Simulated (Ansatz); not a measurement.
# One structure, 4 elements: KF, KCl, KBr, KI

Plane-wave DFT in Ansatz with scalar-relativistic PAW potentials, cutoff 420 eV, Γ-centred meshes chosen by cell and gap, Gaussian smearing with energies taken to zero width. Every cell was relaxed (cell and atoms) in a run of its own, within the symmetry of its start. Functional: PBE.

All members share space group Pm-3m and the same sites; only the element on one set of sites changes (F, Cl, Br, I). Members needn't be the stable form of their composition. Energies over the elements, where given, are against the elements' standard states in the same functional (H₂, N₂, O₂ and halogens uncorrected, Hg as a solid). The first member:

Space group Pm-3m (No. 221). a = 3.259 Å, b = 3.259 Å, c = 3.259 Å, α = 90.00°, β = 90.00°, γ = 90.00°
```csv
atom,site,symmetry,x,y,z
K,1a,m-3m,0.0000,0.0000,0.0000
F,1b,m-3m,0.5000,0.5000,0.5000
```

| compound | V (Å³/atom) | a (Å) | gap on mesh (eV) | energy over elements (eV/atom) |
| --- | --- | --- | --- | --- |
| KF | 17.31 | 3.259 | 6.27 | -2.610 |
| KCl | 28.26 | 3.838 | 4.80 | -1.921 |
| KI | 40.87 | 4.340 | 3.25 | -1.433 |

Question: Predict the member with Br.

Answer: V (Å³/atom) 33.06, a (Å) 4.043, gap on mesh (eV) 3.86, energy over elements (eV/atom) -1.696. Interpolating linearly in period between Cl and I would give 34.57 Å³/atom (4.6 % too large) and a gap of 4.03 eV, with -1.677 eV/atom over the elements. Over the whole series the volume grows at each step down the group; the gap narrows; binding against the elements weakens. The p levels of the anion rise down the group and lift the valence band, the usual cause of such narrowing. Less electronegative, larger anions gain less from charge transfer and lattice energy, in line with the weaker binding.

Spin-orbit coupling is left out, which matters for the bands of heavy elements.